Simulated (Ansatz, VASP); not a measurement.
# RbBr in VASP and in Ansatz

```
CELL_PARAMETERS angstrom
4.07017 0.00000 0.00000
0.00000 4.07017 0.00000
0.00000 0.00000 4.07017
ATOMIC_POSITIONS crystal
Rb 0.00000 0.92062 0.94046
Br 0.50000 0.58491 0.56368
```

Change from the starting cell: mode 5 frozen in at -0.346 Å and mode 6 at -0.259 Å (largest displacements).

Alike in both runs: task single point; functional PBEsol; k mesh 6 × 6 × 6; occupations gaussian, width 0.05 eV; no spin polarisation.

```csv
,VASP,Ansatz
version,VASP 6.6.1,Ansatz 0.2.0
potentials or method,"VASP PAW PBE potentials, release 64 (Rb_sv, Br)","scalar-relativistic, plane waves, PAW"
plane-wave cutoff (eV),520,420
valence electrons in the cell,16,16
```

Ansatz gave:

```
gap on the k mesh at the Fermi level (eV)       : 4.16
least direct gap on the mesh (eV)               : 4.31
pressure (GPa)                                  : 4.8
largest component of the traceless stress (GPa) : 3.85
rms of the force components (eV/Å)              : 0.952
```

What did VASP give for the same quantities?

gap on the k mesh at the Fermi level (eV): 4.16; least direct gap on the mesh (eV): 4.30; pressure (GPa): 5.0; largest component of the traceless stress (GPa): 3.91; rms of the force components (eV/Å): 0.967.

Atom by atom the forces differ by 0.015 eV/Å (rms over components).

Caveats: the PAW data sets were made with another functional, which shifts forces and pressure a little (VASP). A k mesh can miss the band edges.
